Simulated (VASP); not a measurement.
# SnSe2 (P-3m1) in VASP: density of states with PBE

Aim: the density of states of SnSe2 with PBE.

All numbers are computed with VASP 6.6.1; they aren't measurements. Logs are shortened: lines on timing, memory, paths and dates and some standing lists are left out, and cuts for length are marked.

## 1. The structure

Symmetry: P-3m1, No. 164, trigonal system. Conventional cell: a = 3.872 Å, b = 3.872 Å, c = 6.994 Å, α = 90.00°, β = 90.00°, γ = 120.00°. Around Sn (site symmetry -3m) lie 6 Se at 2.75 Å. Se (site symmetry 3m) has 3 Sn at 2.75 Å as nearest neighbours.

The cell was relaxed by an earlier calculation.

## 2. Density of states, PBE

The input, POSCAR:

```
SnSe2
1.0
    3.8716464154      0.0000000000      0.0000000000
   -1.9358232077      3.3529441503      0.0000000000
    0.0000000000      0.0000000000      6.9936419197
Sn Se
1 2
Direct
    0.0000000000      0.0000000000      0.0000000000
    0.3333333333      0.6666666667      0.2280098535
    0.6666666667      0.3333333333      0.7719901465
```

The input, INCAR.step1:

```
SYSTEM = SnSe2
ALGO     = Fast           ! electronic algorithm
EDIFF    = 1E-7           ! SCF threshold, eV
ENCUT    = 520            ! plane-wave cutoff, eV
GGA      = PE             ! functional
ISIF     = 2              ! what is computed and relaxed
ISMEAR   = -1             ! smearing method
LASPH    = .TRUE.         ! aspherical terms in the spheres
LCHARG   = .TRUE.         ! write CHGCAR
LREAL    = .FALSE.        ! projectors in reciprocal space
LWAVE    = .FALSE.        ! write WAVECAR
NBANDS   = 20             ! bands
NELM     = 100            ! most SCF steps
PREC     = Accurate       ! precision mode
SIGMA    = 0.05           ! smearing width, eV
```

The input, KPOINTS.step1:

```
k-points
0
G
  11 11 6
  0 0 0
```

The input, INCAR.step2:

```
SYSTEM = SnSe2
ALGO     = Fast           ! electronic algorithm
EDIFF    = 1E-7           ! SCF threshold, eV
ENCUT    = 520            ! plane-wave cutoff, eV
GGA      = PE             ! functional
ICHARG   = 11             ! starting density
ISIF     = 2              ! what is computed and relaxed
ISMEAR   = -5             ! smearing method
LASPH    = .TRUE.         ! aspherical terms in the spheres
LCHARG   = .FALSE.        ! write CHGCAR
LORBIT   = 10             ! projections on sites
LREAL    = .FALSE.        ! projectors in reciprocal space
LWAVE    = .FALSE.        ! write WAVECAR
NEDOS    = 2001           ! points of the DOS
NELM     = 100            ! most SCF steps
PREC     = Accurate       ! precision mode
SIGMA    = 0.05           ! smearing width, eV
```

The input, KPOINTS.step2:

```
k-points
0
G
  17 17 9
  0 0 0
```

Potentials or basis: VASP PAW PBE potentials, release 64 (Sn_d, Se).

Launch:

```console
$ cat potpaw_PBE.64/Sn_d/POTCAR potpaw_PBE.64/Se/POTCAR > POTCAR
$ cp INCAR.step1 INCAR
$ cp KPOINTS.step1 KPOINTS
$ mpirun -np 1 vasp_std > vasp.out
$ cp INCAR.step2 INCAR
$ cp KPOINTS.step2 KPOINTS
$ mpirun -np 1 vasp_std > vasp.out
```

OUTCAR:

```text
SYSTEM = SnSe2
   EDIFF = 1E-7
   ENCUT = 520
   GGA = PE
   ICHARG = 11
   ISIF = 2
   ISMEAR = -5
   LASPH = .TRUE.
   LORBIT = 10
   LREAL = .FALSE.
   NELM = 100
   PREC = Accurate

 ion  position               nearest neighbor table
   1  0.000  0.000  0.000-   2 2.75   3 2.75   3 2.75   2 2.75   3 2.75   2 2.75
   2  0.333  0.667  0.228-   1 2.75   1 2.75   1 2.75
   3  0.667  0.333  0.772-   1 2.75   1 2.75   1 2.75

  LATTYP: Found a hexagonal cell.
 ALAT       =     3.8716464154
 C/A-ratio  =     1.8063741286

  Lattice vectors:

 A1 = (   3.8716464154,   0.0000000000,   0.0000000000)
 A2 = (  -1.9358232077,   3.3529441503,   0.0000000000)
 A3 = (   0.0000000000,   0.0000000000,   6.9936419197)

Analysis of symmetry for initial positions (statically):
=====================================================================
 Subroutine PRICEL returns:
 Original cell was already a primitive cell.

 Routine SETGRP: Setting up the symmetry group for a
 hexagonal supercell.

 Subroutine GETGRP returns: Found 12 space group operations
 (whereof 12 operations were pure point group operations)
 out of a pool of 24 trial point group operations.

The static configuration has the point symmetry D_3d.

Analysis of symmetry for dynamics (positions and initial velocities):
=====================================================================
 Subroutine PRICEL returns:
 Original cell was already a primitive cell.

 Routine SETGRP: Setting up the symmetry group for a
 hexagonal supercell.

 Subroutine GETGRP returns: Found 12 space group operations
 (whereof 12 operations were pure point group operations)
 out of a pool of 24 trial point group operations.

The dynamic configuration has the point symmetry D_3d.

 Subroutine INISYM returns: Found 12 space group operations
 (whereof 12 operations are pure point group operations),
 and found     1 'primitive' translations

----------------------------------------------------------------------------------------

                                     Primitive cell

  volume of cell :      90.7874

  direct lattice vectors                    reciprocal lattice vectors
     3.871646415  0.000000000  0.000000000     0.258288049  0.149122675  0.000000000
    -1.935823208  3.352944150  0.000000000     0.000000000  0.298245350  0.000000000
     0.000000000  0.000000000  6.993641920     0.000000000  0.000000000  0.142987018

  length of vectors
     3.871646415  3.871646415  6.993641920     0.298245350  0.298245350  0.142987018

  position of ions in fractional coordinates (direct lattice)
     0.000000000  0.000000000  0.000000000
     0.333333333  0.666666667  0.228009853
     0.666666667  0.333333333  0.771990147

  ion indices of the primitive-cell ions
   primitive index   ion index
                 1           1
                 2           2
                 3           3

----------------------------------------------------------------------------------------

 KPOINTS: k-points

Automatic generation of k-mesh.
 Grid dimensions read from file:
 generate k-points for:   17   17    9

 Generating k-lattice:

  Cartesian coordinates                     Fractional coordinates (reciprocal lattice)
     0.015193415  0.008771922  0.000000000     0.058823529  0.000000000  0.000000000
     0.000000000  0.017543844  0.000000000     0.000000000  0.058823529  0.000000000
     0.000000000  0.000000000  0.015887446     0.000000000  0.000000000  0.111111111

  Length of vectors
     0.017543844  0.017543844  0.015887446

  Shift w.r.t. Gamma in fractional coordinates (k-lattice)
     0.000000000  0.000000000  0.000000000

 TETIRR: Found   3823 inequivalent tetrahedra from    15606

 Subroutine IBZKPT returns following result:
 ===========================================

 Found    261 irreducible k-points:

 Following reciprocal coordinates:
            Coordinates               Weight
  0.000000  0.000000  0.000000      1.000000
  0.058824 -0.000000  0.000000      6.000000
  0.117647  0.000000  0.000000      6.000000
  0.176471  0.000000  0.000000      6.000000
  0.235294  0.000000  0.000000      6.000000
  0.294118  0.000000  0.000000      6.000000
[... 16 lines left out ...]
  0.411765  0.117647  0.000000     12.000000
  0.176471  0.176471  0.000000      6.000000
 [... further k-points ...]
   k-points           NKPTS =    261   k-points in BZ     NKDIM =    261   number of bands    NBANDS=     17
   number of dos      NEDOS =   2001   number of ions     NIONS =      3
   total plane-waves  NPLWV =  48600
   dimension x,y,z NGX =    30 NGY =   30 NGZ =   54
   dimension x,y,z NGXF=    60 NGYF=   60 NGZF=  108
   ions per type =               1   2
   NGX,Y,Z   is equivalent  to a cutoff of  12.88, 12.88, 12.84 a.u.
   NGXF,Y,Z  is equivalent  to a cutoff of  25.76, 25.76, 25.67 a.u.
 SYSTEM =  SnSe2
   PREC   = accura    normal or accurate (medium, high low for compatibility)
   ISTART =      0    job   : 0-new  1-cont  2-samecut
   ICHARG =     11    charge: 1-file 2-atom 10-const
   ISPIN  =      1    spin polarized calculation?
   LNONCOLLINEAR =      F non collinear calculations
   LSORBIT =      F    spin-orbit coupling
   LASPH  =      T    aspherical Exc in radial PAW
   ENCUT  =  520.0 eV  38.22 Ry    6.18 a.u.   7.20  7.20 13.00*2*pi/ulx,y,z
   NELM   =    100;   NELMIN=  2; NELMDL=  0     # of ELM steps
   EDIFF  = 0.1E-06   stopping-criterion for ELM
   LREAL  =      F    real-space projection
   EDIFFG = 0.1E-05   stopping-criterion for IOM
   NSW    =      0    number of steps for IOM
   IBRION =     -1    ionic relax: 0-MD 1-quasi-New 2-CG
   NFREE  =      0    steps in history (QN), initial steepest desc. (CG)
   ISIF   =      2    stress and relaxation
   ISYM   =      2    0-nonsym 1-usesym 2-fastsym
   POTIM  = 0.5000    time-step for ionic-motion
   TEBEG  =    0.0;   TEEND  =   0.0 temperature during run
   PSTRESS=    0.0 pullay stress
   NELECT =      26.0000    total number of electrons
   NUPDOWN=      -1.0000    fix difference up-down
   EMIN   =  10.00;   EMAX   =-10.00  energy-range for DOS
   EFERMI =   0.00;   METHOD = LEGACY
   ISMEAR =    -5;   SIGMA  =   0.05  broadening in eV -4-tet -1-fermi 0-gaus
   EFERMI_NEDOS =   21; number of points for ismear=-14 and -15
   IALGO  =     68    algorithm
   IMIX   =      4    mixing-type and parameters
     AMIX     =   0.40;   BMIX     =  1.00
     AMIX_MAG =   1.60;   BMIX_MAG =  1.00
  volume/ion in A,a.u.               =      30.26       204.22
  Fermi-wavevector in a.u.,A,eV,Ry     =   1.079090  2.039184 15.843089  1.164434
  Thomas-Fermi vector in A             =   2.215045
   LORBIT       =     10    0 simple, 1 ext, 2 COOP (PROOUT), +10 PAW based schemes
   GGA     = PE    functional components
   LHFCALC =     F    Hartree Fock is set to
   AEXX    =    0.0000 exact exchange contribution
   IVDW    =     0    specifies the selected vdW correction
   LEPSILON=     F    determine dielectric tensor
   LRPA    =     F    only Hartree local field effects (RPA)
 non-spin polarized calculation
 RMM-DIIS sequential band-by-band and
 Fermi weights with tetrahedron method with Bloechl corrections
  energy-cutoff  :      520.00
  volume of cell :       90.79
 maximum number of plane-waves:      2470
 NGX is ok and might be reduce to    30

 number of electron      25.9999989 magnetization

 Free energy of the ion-electron system (eV)
  ---------------------------------------------------
  ext. energy  EPLUGINS =         0.00000000
  ---------------------------------------------------
  free energy    TOTEN  =       -11.87422622 eV

  energy without entropy =      -11.87422622  energy(sigma->0) =      -11.87422622

 E-fermi :   2.5576     XC(G=0):  -8.5879

 val. band max:        2.5459767828   @ k =   0.1176   0.0000   0.2222
 cond. band min:       3.2456569643   @ k =   0.0000   0.4706   0.4444
 fundamental gap:      0.6996801815
 Fermi energy:         2.5575718681

 k-point     1 :       0.0000    0.0000    0.0000
  band No.  band energies     occupation
      1     -18.5821      2.00000
      2     -18.5821      2.00000
      3     -18.5447      2.00000
      4     -18.5370      2.00000
      5     -18.5370      2.00000
      6     -10.8165      2.00000
[... 9 lines left out ...]
     16       7.1211      0.00000
     17       7.1211      0.00000

 k-point     2 :       0.0588   -0.0000    0.0000
  band No.  band energies     occupation
      1     -18.5833      2.00000
      2     -18.5810      2.00000
      3     -18.5439      2.00000
      4     -18.5377      2.00000
      5     -18.5369      2.00000
      6     -10.7849      2.00000
[... 9 lines left out ...]
     16       6.9863      0.00000
     17       7.1963      0.00000

 k-point     3 :       0.1176    0.0000    0.0000
  band No.  band energies     occupation
      1     -18.5869      2.00000
      2     -18.5780      2.00000
      3     -18.5420      2.00000
      4     -18.5392      2.00000
      5     -18.5364      2.00000
      6     -10.6913      2.00000
[... 9 lines left out ...]
     16       6.9205      0.00000
     17       7.3955      0.00000

 k-point     4 :       0.1765    0.0000    0.0000
  band No.  band energies     occupation
      1     -18.5928      2.00000
      2     -18.5739      2.00000
      3     -18.5435      2.00000
      4     -18.5367      2.00000
      5     -18.5352      2.00000
      6     -10.5395      2.00000
[... 9 lines left out ...]
     16       7.4189      0.00000
     17       7.6498      0.00000
[... 343 lines left out ...]
      1     -18.6173      2.00000
      2     -18.5689      2.00000
      3     -18.5515      2.00000
      4     -18.5255      2.00000
      5     -18.5168      2.00000
      6      -9.5252      2.00000
[... 9 lines left out ...]
     16       7.8808      0.00000
     17       8.5393      0.00000

 k-point    23 :       0.4118    0.1176    0.0000
  band No.  band energies     occupation
      1     -18.6198      2.00000
      2     -18.5689      2.00000
      3     -18.5524      2.00000
      4     -18.5225      2.00000
      5     -18.5163      2.00000
      6      -9.3569      2.00000
[... 9 lines left out ...]
     16       7.8888      0.00000
     17       8.6332      0.00000

 k-point    24 :       0.1765    0.1765    0.0000
  band No.  band energies     occupation
      1     -18.6042      2.00000
      2     -18.5720      2.00000
      3     -18.5461      2.00000
      4     -18.5362      2.00000
      5     -18.5224      2.00000
      6     -10.0408      2.00000
[... 9 lines left out ...]
     16       7.4616      0.00000
     17       8.1916      0.00000

 [... further k-points ...]

------------------------ aborting loop because EDIFF is reached ----------------------------------------

  FORCE on cell =-STRESS in cart. coord.  units (eV):
  Direction    XX          YY          ZZ          XY          YZ          ZX
  --------------------------------------------------------------------------------------
  -------------------------------------------------------------------------------------
  Total        0.0221489      0.0221489      0.0344219      0.0000000      0.0000000      0.0000000
  in kB        0.3908747      0.3908747      0.6074635      0.0000000      0.0000000      0.0000000
  external PRESSURE =       0.4630710 kB  Pullay stress =       0.0000000 kB

 VOLUME and BASIS-vectors are now :
 -----------------------------------------------------------------------------
  energy-cutoff  :      520.00
  volume of cell :       90.79
      direct lattice vectors                 reciprocal lattice vectors
     3.871646415  0.000000000  0.000000000     0.258288049  0.149122675  0.000000000
    -1.935823208  3.352944150  0.000000000     0.000000000  0.298245350  0.000000000
     0.000000000  0.000000000  6.993641920     0.000000000  0.000000000  0.142987018

 POSITION                                       TOTAL-FORCE (eV/Angst)
 -----------------------------------------------------------------------------------
      0.00000      0.00000      0.00000        -0.000000      0.000000      0.000000
     -0.00000      2.23530      1.59462        -0.000000      0.000000      0.013865
      1.93582      1.11765      5.39902         0.000000     -0.000000     -0.013865
 -----------------------------------------------------------------------------------
    total drift:                                0.000000     -0.000000      0.000000

  FREE ENERGIE OF THE ION-ELECTRON SYSTEM (eV)
  ---------------------------------------------------
  free  energy   TOTEN  =       -11.8742262191 eV

  energy  without entropy=      -11.8742262191  energy(sigma->0) =      -11.87422622

 total charge

# of ion       s       p       d       tot
------------------------------------------
    1        1.061   0.984  10.084  12.130
    2        1.483   2.295   0.024   3.802
    3        1.483   2.295   0.024   3.802
--------------------------------------------------
tot          4.028   5.575  10.131  19.734
```

Run time: 3.5 min. Hardware: 1 thread of Intel Xeon 6975P-C (Granite Rapids), shared host; peak memory 0.52 GiB.

Results:

* Valence electrons inside the program's atomic spheres: Sn 12.13; Se 3.80

States per cell in windows of 0.5 eV (zero at the valence-band top; states under -8 eV left out):
```tsv
from (eV)	total	Se2_p	Se3_p	Sn1_p	Sn1_s	Se2_s	Se3_s
-8.0	0.00	0.00	0.00	0.00	0.00	0.00	0.00
-7.5	0.00	0.00	0.00	0.00	0.00	0.00	0.00
-7.0	1.05	0.06	0.06	0.00	0.52	0.03	0.03
-6.5	0.48	0.03	0.03	0.00	0.21	0.03	0.03
-6.0	0.51	0.03	0.03	0.00	0.20	0.05	0.05
-5.5	0.02	0.00	0.00	0.00	0.01	0.00	0.00
-5.0	0.00	0.00	0.00	0.00	0.00	0.00	0.00
-4.5	0.32	0.05	0.05	0.05	0.00	0.00	0.00
-4.0	0.90	0.14	0.14	0.14	0.00	0.01	0.01
-3.5	0.69	0.11	0.11	0.10	0.00	0.01	0.01
-3.0	0.96	0.17	0.17	0.15	0.00	0.01	0.01
-2.5	1.55	0.29	0.29	0.22	0.00	0.01	0.01
-2.0	0.77	0.16	0.16	0.10	0.00	0.00	0.00
-1.5	0.99	0.23	0.23	0.07	0.00	0.00	0.00
-1.0	1.96	0.50	0.50	0.06	0.01	0.00	0.00
-0.5	1.84	0.51	0.51	0.01	0.00	0.00	0.00
0.0	0.00	0.00	0.00	0.00	0.00	0.00	0.00
0.5	0.13	0.02	0.02	0.00	0.03	0.00	0.00
1.0	0.48	0.08	0.08	0.01	0.11	0.00	0.00
1.5	1.01	0.20	0.20	0.01	0.23	0.00	0.00
2.0	0.36	0.07	0.07	0.01	0.08	0.00	0.00
2.5	0.00	0.00	0.00	0.00	0.00	0.00	0.00
3.0	0.05	0.00	0.00	0.01	0.00	0.00	0.00
3.5	0.24	0.01	0.01	0.07	0.00	0.01	0.01
4.0	0.95	0.06	0.06	0.24	0.01	0.03	0.03
4.5	1.10	0.08	0.08	0.32	0.00	0.02	0.02
5.0	1.86	0.16	0.16	0.55	0.00	0.02	0.02
5.5	1.33	0.12	0.12	0.36	0.00	0.01	0.01
6.0	0.43	0.04	0.04	0.12	0.00	0.00	0.00
6.5	0.03	0.00	0.00	0.01	0.00	0.00	0.00
7.0	0.00	0.00	0.00	0.00	0.00	0.00	0.00
7.5	0.00	0.00	0.00	0.00	0.00	0.00	0.00
```

Caveat: this functional lacks dispersion, which binds the layers, so the pressure and a relaxed spacing across them are unreliable.
